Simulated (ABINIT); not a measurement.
Wanted: the native input for an ABINIT 10.8.3 (patched build) run.

* Task: equation of state
* Functional: PBE
* Potentials or basis: SPMS NC PBE v1.0
* Cutoff: 707 eV
* k mesh: 12 × 12 × 12
* Occupations: fermi-dirac, width 0.05 eV
* Spin: no spin polarisation

The system is Rh.

```
Rh
1.0
     0.00000    1.89785    1.89785
     1.89785    0.00000    1.89785
     1.89785    1.89785    0.00000
Rh
1
Cartesian
  0.0000 0.0000 0.0000
```

These files were run (other wordings do the same):

run.abi

```
# Datasets: one volume each
ndtset 7
getwfk -1
scalecart1 3*0.9795861087
scalecart2 3*0.9864848297
scalecart3 3*0.9932883884
scalecart4 3*1.0000000000
scalecart5 3*1.0066227096
scalecart6 3*1.0131594038
scalecart7 3*1.0196128224

# Pseudopotentials
pp_dirpath "./"
pseudos "45_Rh_17_1.9_2.4_pbe_n_v1.0.psp8"

# Structure
acell 2.6839652093 2.6839652093 2.6839652093 Angstrom
rprim
     0.0000000000     0.7071067812     0.7071067812
     0.7071067812     0.0000000000     0.7071067812
     0.7071067812     0.7071067812     0.0000000000
ntypat 1
znucl 45
natom 1
typat 1
xred
     0.0000000000     0.0000000000     0.0000000000

# Plane-wave basis
ecut 26.0

# k points
kptopt 1
ngkpt 12 12 12
nshiftk 1
shiftk 0.0 0.0 0.0

# Exchange and correlation
ixc 11

# Bands and occupations
nband 13
occopt 3
tsmear 0.05 eV

# SCF cycle
nstep 100
tolvrs 1.0e-10

# Output
iomode 3
prtwf 1
prtden 0
prteig 0
prtebands 0
enunit 2
```

Potentials or basis: SPMS NC PBE v1.0.

Run with:

```console
$ abinit run.abi > log 2>&1
```

Results of the run:

| Quantity | Value |
| --- | --- |
| Equilibrium volume | 14.06 Å³/atom |
| Bulk modulus | 259 GPa |
| Pressure derivative of the bulk modulus | 5.1 |

Caveat: pressures at fixed basis lie under the slope of the energies.

It took 72 s on 1 thread of Arm Neoverse V1, with other jobs on the host, peak memory 0.09 GiB.
